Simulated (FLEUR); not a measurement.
BaS under changes of volume

One of the cells (32.576 Å³/atom); the others are scaled copies at fixed shape and fractional positions:

```
Ba S
1.0
     0.00000    3.19375    3.19375
     3.19375    0.00000    3.19375
     3.19375    3.19375    0.00000
Ba S
1 1
Direct
  0.00000 0.00000 0.00000
  0.50000 0.50000 0.50000
```

```yaml
Program: FLEUR MaX-R8.1 (later development tree)
Functional: PBEsol
Potentials_or_basis: all-electron
Basis: FLAPW
Kmax: 4.1 1/bohr
k_mesh: 7 × 7 × 7
Occupations: fermi-dirac, width 0.05 eV
Spin: no spin polarisation
```

| volume (Å³/atom) | energy over the lowest point (meV/atom) | gap on the mesh (eV) |
| --- | --- | --- |
| 30.622 | ? | ? |
| 31.273 | 0.87 | 2.07 |
| 31.925 | 0.00 | 2.11 |
| 32.576 | 2.89 | 2.14 |
| 33.228 | 9.14 | 2.17 |
| 33.879 | 18.39 | 2.20 |
| 34.531 | 30.32 | 2.22 |

Problem. What does the run at 30.622 Å³/atom give?

Solution. Energy over the lowest point 5.95 meV/atom; gap on the mesh 2.04 eV.

Worked out: A Birch-Murnaghan fit of order 3 (a polynomial in V^(-2/3)) to the other rows has its minimum at 31.74 Å³/atom with B0 = V·E''(V) = 47 GPa and B' = 4.5. It gives 5.95 meV/atom at 30.622 Å³/atom, against the run's 5.95. A straight line through the other rows of the gap, of slope 1.52 eV per unit of ln V, extrapolates to 2.04 eV, against the run's 2.04.

Energies are extrapolated to zero smearing.

Caveats: spin-orbit coupling is left out, which moves the levels of the heavy elements; an odd mesh through Γ misses points on the zone boundary, where band edges often lie.
